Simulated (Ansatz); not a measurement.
# CdTe (F-43m) in Ansatz: notebook

One crystal, CdTe, is run at these levels: BLYP, r2SCAN; tasks: band structure, single point, equation of state.

Everything below comes from runs of Ansatz 0.2.0. Logs are shortened: lines on timing, memory, paths and dates and some standing lists are left out, and cuts for length are marked.

**Experimental background.**

A printed reference work, data compilation reports, for a bulk crystal of CdTe at 0 K: band gap 1.607 eV.

The runs below are set against these values where they give the same quantity.

## (1) Starting point

The structure is cubic, space group F-43m (No. 216). Conventional cell: a = 6.410 Å, b = 6.410 Å, c = 6.410 Å, α = 90.00°, β = 90.00°, γ = 90.00°. Te (site symmetry -43m) has 4 Cd at 2.78 Å as nearest neighbours. Cd (site symmetry -43m) has 4 Te at 2.78 Å as nearest neighbours.

## (2) Band structure, BLYP

Input file input.yaml:

```yaml
crystal:
  lattice:
    - [0.0, 3.205, 3.205]
    - [3.205, 0.0, 3.205]
    - [3.205, 3.205, 0.0]
  atoms:
    - { symbol: Te, position: [0.75, 0.75, 0.75] }
    - { symbol: Cd, position: [0.0, 0.0, 0.0] }
hamiltonian:
  xc: blyp
  pseudopotentials: { kind: paw }
kpoints:
  mp_grid: { grid: [7, 7, 7] }
  band_path:
    path:
      - [[0.0, 0.0, 0.0], [0.5, 0.0, 0.5], [0.5, 0.25, 0.75], [0.375, 0.375, 0.75], [0.0, 0.0, 0.0], [0.5, 0.5, 0.5], [0.625, 0.25, 0.625], [0.5, 0.25, 0.75], [0.5, 0.5, 0.5], [0.375, 0.375, 0.75]]
      - [[0.625, 0.25, 0.625], [0.5, 0.0, 0.5]]
    npoints: 14
scf:
  occupations: { method: fermi_dirac, width: 0.05 }
  n_extra_bands: 6
output:
  forces: true
  stress: true
  eigenvalues: true
  fatbands: false
```

Potentials or basis: Ansatz PAW.

Run with:

```console
$ ansatz run input.yaml --threads 2 --pin off --max-ram 5120MiB --backend cpu --events-out ev --progress --plain --runs-dir out
```

The log of the run:

```text
Warning: RAYON_NUM_THREADS=2 ignored (pool sized by the plan → 2); use --threads N
scf.n_extra_bands = 6 over 18 filled bands (N_el = 36.0): the run solves 24 bands
Engine: ansatz 0.2.0, aarch64-unknown-linux-gnu
Pseudopotentials: kind: paw
Pseudopotential: Te, paw, valence charge 16, recommended cutoff 420 eV (normal), Te.paw.azcp
Pseudopotential: Cd, paw, valence charge 20, recommended cutoff 420 eV (normal), Cd.paw.azcp
Functional definition: BLYP
  parameter beta = 0.0042
  parameter a = 0.04918
  parameter b = 0.132
  parameter c = 0.2533
  parameter d = 0.349
  exchange = b88_x(beta = beta)
  correlation = lyp_c(a = a, b = b, c = c, d = d)
Crystal: 2 atoms, lattice volume = 65.844 Å³
Basis set: ecut = 420 eV, 1243 PW (Γ), exchange–correlation on 64×64×64 points (8 copies of the dense FFT grid, shifted against one another)
Bands: 24, of which v1, the nominal top of the filled ones, is band 18 counted from 1 (17 counted from 0)
Symmetry: 24 space group operations
Space group: F-43m (ITA 216), of the structure as read, at distance tolerance 4.0e-5 Å
k-points: 20 of 343 (time reversal used)
Non-local potential: Te, projectors of the file, l = 0: 2, l = 1: 2, l = 2: 2, l = 3: 2
Non-local potential: Cd, projectors of the file, l = 0: 3, l = 1: 2, l = 2: 2, l = 3: 1
PAW form: soft (Blöchl's): semilocal exchange-correlation on the pseudo side does not see the compensation charge
PAW frozen core: Te, regenerated for the run's functional, and the local potential with it (the file was generated under x = pbe(κ = 0.804, μ = 0.2195149727645171), c = pbe(β = 0.06672455060314922))
PAW frozen core: Cd, regenerated for the run's functional, and the local potential with it (the file was generated under x = pbe(κ = 0.804, μ = 0.2195149727645171), c = pbe(β = 0.06672455060314922))
PAW one-centre angular grid: Te, 590 points (default); XC on 64 Gauss nodes
PAW one-centre angular grid: Cd, 590 points (default); XC on 64 Gauss nodes
Initial density: superposition of atomic densities (neutral atoms: chi_scale 0, normalization atom), corrected by the library's trained network
Initial wavefunctions: pseudopotential atomic-orbital guess
Functional: x = b88, c = lyp
SCF iter   1: F=—  HF=-15268.158894 eV  |F-HF|=—  |Δ(HF+E_count)|=         —  Δρ=3.48e-3  dr2=3.70e-3  ethr=1.77e-3  ⟨swp⟩=6.1  Hψ=2306  notcnv=0  defer=3
preconditioner: auto → none  [insulator: Δε(μ)=0.790 eV  Ē_g=13.017 eV  σ=0.050 eV  W_gap=1.00  n_scr=14 (ndim 8)  ℏωp=19.4 eV  f_vac=0.179  D(μ)=0.00/eV (n_scr^D=0)  ε∞_Penn≈3.2]
SCF iter   2: F=—  HF=-15268.158441 eV  |F-HF|=—  |Δ(HF+E_count)|=   4.53e-4  Δρ=1.57e-3  dr2=7.17e-4  ethr=1.03e-5  ⟨swp⟩=2.0  Hψ=778  notcnv=0  defer=2
SCF iter   3: F=—  HF=-15268.158525 eV  |F-HF|=—  |Δ(HF+E_count)|=   8.46e-5  Δρ=4.03e-4  dr2=1.37e-4  ethr=1.99e-6  ⟨swp⟩=2.6  Hψ=697  notcnv=0  defer=2
SCF iter   4: F=—  HF=-15268.158481 eV  |F-HF|=—  |Δ(HF+E_count)|=   4.40e-5  Δρ=1.14e-4  dr2=4.79e-6  ethr=3.81e-7  ⟨swp⟩=2.0  Hψ=611  notcnv=0  defer=2
SCF iter   5: F=—  HF=-15268.158485 eV  |F-HF|=—  |Δ(HF+E_count)|=   3.84e-6  Δρ=5.31e-5  dr2=1.38e-6  ethr=1.33e-8  ⟨swp⟩=2.0  Hψ=812  notcnv=0  defer=2
SCF iter   6: F=-15268.158485 eV  HF=-15268.158485 eV  |F-HF|=1.18e-8  |Δ(HF+E_count)|=   4.89e-7  Δρ=8.02e-6  dr2=2.55e-8  ethr=2.78e-10  ⟨swp⟩=6.8  Hψ=2619  notcnv=0
SCF 1 converged in 6 iterations: F = -15268.158485 eV  dr2 = 2.55e-8
NSCF: frozen V_eff on 142 k-points
SCF converged after 6 iterations
Free energy (F): -15268.158485 eV
Harris-Foulkes:  -15268.158485 eV  (|F-HF|=1.18e-8)
Internal energy: -15268.158481 eV  (E = F + TS)
E sigma→0 (E₀):  -15268.158483 eV
Entropy (-TS):   -0.000004 eV (-0.002 meV/atom)
Fermi energy:    8.748797 eV
--- Per-component energies (eV) ---
  E_band       = -762.261795
  E_kinetic    = 688.447641
  E_local      = -5345.760399  (includes V_loc(G=0)·N_el)
  E_nonlocal   = -281.725603
  E_hartree    = 2706.041805
  E_xc         = -298.330363
  E_vxc        = -321.363447  (∫ρ·V_xc dr)
  E_paw        = -8782.138936  (= ΣΔE_a)
  E_vpaw       = -913.948789  (= ΣTr[D̂ρ^β])
  E_aug_tail   = -0.000228  (compensation charges beyond the density's cutoff)
  E_ewald      = -3954.745301
  E_core_change = 0.052902  (= ΣΔE_core)
  E_smearing   = -0.000004  (= −TS)
  E_closure    = 0.000000  (closes the sum)
  Σ components = -15268.158485   (vs F -15268.158485, Δ=0.00e0)
--- Forces (eV/Å), atoms counted from 1 ---
  atom   1  Te     0.00000000    -0.00000000     0.00000000
  atom   2  Cd    -0.00000000     0.00000000     0.00000000
  max |Σ_I F_I| component: 1.27e-16 eV/Å
--- Stress (GPa, compression-positive) ---
        6.920376       0.000000      -0.000000
        0.000000       6.920376       0.000000
       -0.000000       0.000000       6.920376
  P = ⅓ Tr σ = 6.9204 GPa (69.204 kbar)
--- Band table (eV; the first three rows and the last of 20) ---
  k-point 0: bands = ["-93.9229", "-54.9741", "-54.9741", "-54.9741", "-27.6980", "-27.6980", "-27.6980", "-27.6875", "-27.6875", "-3.0835", "-0.1232", "-0.1232", "-0.1232", "0.1568", "0.1568", "8.3271", "8.3271", "8.3271", "9.1083", "12.9597", "12.9597", "12.9597", "15.9612", "17.9880"]
  k-point 1: bands = ["-93.9229", "-54.9741", "-54.9741", "-54.9741", "-27.6980", "-27.6979", "-27.6979", "-27.6875", "-27.6875", "-3.0047", "-0.1079", "-0.1079", "-0.0606", "0.1555", "0.1555", "6.8412", "8.1432", "8.1432", "10.0959", "13.0279", "13.2321", "13.2321", "16.8230", "17.1047"]
  k-point 2: bands = ["-93.9229", "-54.9741", "-54.9741", "-54.9741", "-27.6981", "-27.6978", "-27.6978", "-27.6875", "-27.6875", "-2.8272", "-0.0770", "-0.0770", "0.1542", "0.1573", "0.1573", "5.1125", "7.7898", "7.7898", "10.3082", "13.5794", "13.5794", "14.1951", "16.6546", "17.1146"]
  k-point 19: bands = ["-93.9229", "-54.9742", "-54.9741", "-54.9741", "-27.6981", "-27.6978", "-27.6973", "-27.6875", "-27.6872", "-2.5518", "0.0005", "0.0163", "0.1232", "0.1595", "0.7409", "3.9933", "5.7209", "6.4312", "12.0566", "13.2134", "14.3331", "15.2057", "17.3279", "18.7425"]
```

bands.tsv:

```text
# k_distance	band_0	band_1	band_2	band_3	band_4	band_5	band_6	band_7	band_8	band_9	band_10	band_11	band_12	band_13	band_14	band_15	band_16	band_17	band_18	band_19	band_20	band_21	band_22	band_23
[... 160 lines left out ...]
6.267447	-102.671705	-63.722978	-63.722917	-63.722917	-36.447460	-36.446090	-36.446089	-36.436506	-36.435815	-11.289308	-8.708434	-8.694107	-8.693182	-8.560037	-8.071106	-4.884357	-2.377920	-2.368810	2.241160	2.283118	8.579916	8.824665	8.863755	10.660385
6.292201	-102.671705	-63.722978	-63.722917	-63.722917	-36.447462	-36.446089	-36.446089	-36.436507	-36.435814	-11.289296	-8.707671	-8.693961	-8.693961	-8.559921	-8.071692	-4.885003	-2.370609	-2.370609	2.234198	2.274707	8.621321	8.843455	8.843455	10.653255
```

It took 7.2 s on 2 threads of Arm Neoverse V1, shared host; peak memory 0.38 GiB.

What came out:

```
Free energy             : -15268.1585 eV
Pressure                : 6.9 GPa
Band gap on the k mesh  : 0.78 eV, direct
Band gap along the path : 0.78 eV, direct
```

Levels at the corners of the path, in eV from the valence-band top:
| point | band 15 | band 16 | band 17 | band 18 | band 19 | band 20 | band 21 | band 22 |
| --- | --- | --- | --- | --- | --- | --- | --- | --- |
| Γ | -8.17 | 0.00 | 0.00 | 0.00 | 0.78 | 4.63 | 4.63 | 4.63 |
| X | -7.65 | -4.46 | -1.95 | -1.95 | 2.66 | 2.70 | 9.04 | 9.27 |
| W | -7.56 | -4.35 | -2.41 | -2.29 | 4.29 | 4.79 | 5.64 | 6.45 |
| K | -7.60 | -4.37 | -2.65 | -1.62 | 2.93 | 4.59 | 7.50 | 7.56 |
| Γ | -8.17 | 0.00 | 0.00 | 0.00 | 0.78 | 4.63 | 4.63 | 4.63 |
| L | -7.80 | -4.58 | -0.81 | -0.81 | 1.83 | 5.25 | 5.25 | 7.22 |
| U | -7.60 | -4.37 | -2.65 | -1.62 | 2.93 | 4.59 | 7.50 | 7.56 |
| W | -7.56 | -4.35 | -2.41 | -2.29 | 4.29 | 4.79 | 5.64 | 6.45 |
| L | -7.80 | -4.58 | -0.81 | -0.81 | 1.83 | 5.25 | 5.25 | 7.22 |
| K | -7.60 | -4.37 | -2.65 | -1.62 | 2.93 | 4.59 | 7.50 | 7.56 |
| U | -7.60 | -4.37 | -2.65 | -1.62 | 2.93 | 4.59 | 7.50 | 7.56 |
| X | -7.65 | -4.46 | -1.95 | -1.95 | 2.66 | 2.70 | 9.04 | 9.27 |

Caveat: spin-orbit coupling is left out, which moves the levels of the heavy elements; the PAW data sets come from PBE, with cores solved anew for the run's functional, which leaves a small shift of forces and pressure.

## (3) Single point, r2SCAN, 30.95 Å³/atom (volume scaled by 0.94)

Input file input.yaml:

```yaml
crystal:
  lattice:
    - [0.0, 3.1395734784, 3.1395734784]
    - [3.1395734784, 0.0, 3.1395734784]
    - [3.1395734784, 3.1395734784, 0.0]
  atoms:
    - { symbol: Te, position: [0.75, 0.75, 0.75] }
    - { symbol: Cd, position: [0.0, 0.0, 0.0] }
hamiltonian:
  xc: r2scan
  pseudopotentials: { kind: paw }
kpoints:
  mp_grid: { grid: [7, 7, 7] }
scf:
  occupations: { method: fermi_dirac, width: 0.05 }
output:
  forces: true
  stress: true
  eigenvalues: true
  write_density: true
  write_potential: true
  elf: true
  volumetric_format: npy
```

Potentials or basis: Ansatz PAW.

Run with:

```console
$ ansatz run input.yaml --threads 2 --pin off --max-ram 5120MiB --backend cpu --events-out ev --progress --plain --runs-dir out
```

Run time: 5.3 s. Hardware: 2 threads of Arm Neoverse V1, shared host; peak memory 0.53 GiB.

Results (log left out):

* Free energy: -15263.9703 eV
* Pressure: 7.1 GPa
* Band gap on the k mesh: 1.59 eV, direct

Caveat: odd divisions of the mesh miss points on the zone boundary, where band edges often lie, so the gap on the mesh can be too wide; spin-orbit coupling is left out, which moves the levels of the heavy elements; the PAW data sets come from PBE, with cores solved anew for the run's functional, which leaves a small shift of forces and pressure.

## (4) Single point, r2SCAN, 31.60 Å³/atom (volume scaled by 0.96)

Changes to input.yaml since step 3:

```diff
@@ -2,5 +2,5 @@
   lattice:
-    - [0.0, 3.1395734784, 3.1395734784]
-    - [3.1395734784, 0.0, 3.1395734784]
-    - [3.1395734784, 3.1395734784, 0.0]
+    - [0.0, 3.1616838793, 3.1616838793]
+    - [3.1616838793, 0.0, 3.1616838793]
+    - [3.1616838793, 3.1616838793, 0.0]
   atoms:
```

Run with:

```console
$ ansatz run input.yaml --threads 2 --pin off --max-ram 5120MiB --backend cpu --events-out ev --progress --plain --runs-dir out
```

Wall time 5.3 s (2 threads of Arm Neoverse V1, shared host); peak memory 0.53 GiB.

The run converged. Its results:

```
Free energy            : -15264.0227 eV
Pressure               : 5.7 GPa
Band gap on the k mesh : 1.52 eV, direct
```

Caveat: odd divisions of the mesh miss points on the zone boundary, where band edges often lie, so the gap on the mesh can be too wide; spin-orbit coupling is left out, which moves the levels of the heavy elements; the PAW data sets come from PBE, with cores solved anew for the run's functional, which leaves a small shift of forces and pressure.

## (5) Single point, r2SCAN, 32.26 Å³/atom (volume scaled by 0.98)

Input file input.yaml:

```yaml
crystal:
  lattice:
    - [0.0, 3.1834892848, 3.1834892848]
    - [3.1834892848, 0.0, 3.1834892848]
    - [3.1834892848, 3.1834892848, 0.0]
  atoms:
    - { symbol: Te, position: [0.75, 0.75, 0.75] }
    - { symbol: Cd, position: [0.0, 0.0, 0.0] }
hamiltonian:
  xc: r2scan
  pseudopotentials: { kind: paw }
kpoints:
  mp_grid: { grid: [7, 7, 7] }
scf:
  occupations: { method: fermi_dirac, width: 0.05 }
output:
  forces: true
  stress: true
  eigenvalues: true
```

Run with:

```console
$ ansatz run input.yaml --threads 2 --pin off --max-ram 5120MiB --backend cpu --events-out ev --progress --plain --runs-dir out
```

It took 4.2 s on 2 threads of Arm Neoverse V1, shared host; peak memory 0.53 GiB.

The run converged. Its results:

```yaml
Free_energy: -15264.0640 eV
Pressure: 4.4 GPa
Band_gap_on_the_k_mesh: 1.45 eV, direct
```

Caveat: odd divisions of the mesh miss points on the zone boundary, where band edges often lie, so the gap on the mesh can be too wide; spin-orbit coupling is left out, which moves the levels of the heavy elements; the PAW data sets come from PBE, with cores solved anew for the run's functional, which leaves a small shift of forces and pressure.

## (6) Single point, r2SCAN, 32.92 Å³/atom

Changes to input.yaml since step 5:

```diff
@@ -2,5 +2,5 @@
   lattice:
-    - [0.0, 3.1834892848, 3.1834892848]
-    - [3.1834892848, 0.0, 3.1834892848]
-    - [3.1834892848, 3.1834892848, 0.0]
+    - [0.0, 3.205, 3.205]
+    - [3.205, 0.0, 3.205]
+    - [3.205, 3.205, 0.0]
   atoms:
```

Potentials or basis: Ansatz PAW.

Run with:

```console
$ ansatz run input.yaml --threads 2 --pin off --max-ram 5120MiB --backend cpu --events-out ev --progress --plain --runs-dir out
```

Run time: 4.2 s. Hardware: 2 threads of Arm Neoverse V1, shared host; peak memory 0.53 GiB.

It converged, with:

| Quantity | Value |
| --- | --- |
| Free energy | -15264.0952 eV |
| Pressure | 3.2 GPa |
| Band gap on the k mesh | 1.39 eV, direct |

Caveat: odd divisions of the mesh miss points on the zone boundary, where band edges often lie, so the gap on the mesh can be too wide; spin-orbit coupling is left out, which moves the levels of the heavy elements; the PAW data sets come from PBE, with cores solved anew for the run's functional, which leaves a small shift of forces and pressure.

## (7) Single point, r2SCAN, 33.58 Å³/atom (volume scaled by 1.02)

Changes to input.yaml since step 6:

```diff
@@ -2,5 +2,5 @@
   lattice:
-    - [0.0, 3.205, 3.205]
-    - [3.205, 0.0, 3.205]
-    - [3.205, 3.205, 0.0]
+    - [0.0, 3.2262257841, 3.2262257841]
+    - [3.2262257841, 0.0, 3.2262257841]
+    - [3.2262257841, 3.2262257841, 0.0]
   atoms:
@@ -19 +19,5 @@
   eigenvalues: true
+  write_density: true
+  write_potential: true
+  elf: true
+  volumetric_format: npy
```

Run with:

```console
$ ansatz run input.yaml --threads 2 --pin off --max-ram 5120MiB --backend cpu --events-out ev --progress --plain --runs-dir out
```

Wall time 5.4 s (2 threads of Arm Neoverse V1, shared host); peak memory 0.53 GiB.

The run converged. Its results:

```
Free energy            : -15264.1174 eV
Pressure               : 2.2 GPa
Band gap on the k mesh : 1.32 eV, direct
```

Caveat: odd divisions of the mesh miss points on the zone boundary, where band edges often lie, so the gap on the mesh can be too wide; spin-orbit coupling is left out, which moves the levels of the heavy elements; the PAW data sets come from PBE, with cores solved anew for the run's functional, which leaves a small shift of forces and pressure.

## (8) Single point, r2SCAN, 34.24 Å³/atom (volume scaled by 1.04)

Input file input.yaml:

```yaml
crystal:
  lattice:
    - [0.0, 3.2471758892, 3.2471758892]
    - [3.2471758892, 0.0, 3.2471758892]
    - [3.2471758892, 3.2471758892, 0.0]
  atoms:
    - { symbol: Te, position: [0.75, 0.75, 0.75] }
    - { symbol: Cd, position: [0.0, 0.0, 0.0] }
hamiltonian:
  xc: r2scan
  pseudopotentials: { kind: paw }
kpoints:
  mp_grid: { grid: [7, 7, 7] }
scf:
  occupations: { method: fermi_dirac, width: 0.05 }
output:
  forces: true
  stress: true
  eigenvalues: true
```

Run with:

```console
$ ansatz run input.yaml --threads 2 --pin off --max-ram 5120MiB --backend cpu --events-out ev --progress --plain --runs-dir out
```

It took 4.2 s on 2 threads of Arm Neoverse V1, shared host; peak memory 0.53 GiB.

Results (log left out):

- Free energy: -15264.1316 eV
- Pressure: 1.3 GPa
- Band gap on the k mesh: 1.26 eV, direct

Caveat: odd divisions of the mesh miss points on the zone boundary, where band edges often lie, so the gap on the mesh can be too wide; spin-orbit coupling is left out, which moves the levels of the heavy elements; the PAW data sets come from PBE, with cores solved anew for the run's functional, which leaves a small shift of forces and pressure.

## (9) Single point, r2SCAN, 34.90 Å³/atom (volume scaled by 1.06)

Changes to input.yaml since step 8:

```diff
@@ -2,5 +2,5 @@
   lattice:
-    - [0.0, 3.2471758892, 3.2471758892]
-    - [3.2471758892, 0.0, 3.2471758892]
-    - [3.2471758892, 3.2471758892, 0.0]
+    - [0.0, 3.2678590959, 3.2678590959]
+    - [3.2678590959, 0.0, 3.2678590959]
+    - [3.2678590959, 3.2678590959, 0.0]
   atoms:
```

Potentials or basis: Ansatz PAW.

Run with:

```console
$ ansatz run input.yaml --threads 2 --pin off --max-ram 5120MiB --backend cpu --events-out ev --progress --plain --runs-dir out
```

It took 4.2 s on 2 threads of Arm Neoverse V1, shared host; peak memory 0.53 GiB.

It converged, with:

```yaml
Free_energy: -15264.1384 eV
Pressure: 0.4 GPa
Band_gap_on_the_k_mesh: 1.20 eV, direct
```

Caveat: odd divisions of the mesh miss points on the zone boundary, where band edges often lie, so the gap on the mesh can be too wide; spin-orbit coupling is left out, which moves the levels of the heavy elements; the PAW data sets come from PBE, with cores solved anew for the run's functional, which leaves a small shift of forces and pressure.

## (10) Equation of state, r2SCAN

Potentials or basis: Ansatz PAW.

No new run: the results of the series are fitted here.

What came out:

```yaml
Equilibrium_volume: "35.25 Å³/atom (rough: see the caveat)"
Bulk_modulus: 40 GPa (rough)
```

Energy against volume, from the lowest point:
```tsv
volume (Å³/atom)	energy (meV/atom)
30.947	84.03
31.605	57.83
32.263	37.19
32.922	21.58
33.580	10.47
34.239	3.41
34.897	0.00
```

Caveat: the minimum lies outside the volumes run; the PAW data sets were made with another functional, which shifts forces and pressure a little.

## (11) Comparison with measurements

Step 2. A measured gap of CdTe is 1.607 eV (0 K; a printed reference work, data compilation); the calculated 0.78 eV misses it by -0.83 eV. Spin-orbit coupling on Cd, Te is left out. The value is that of BLYP, without temperature or zero-point motion. Semilocal functionals fall short of measured gaps as a rule.
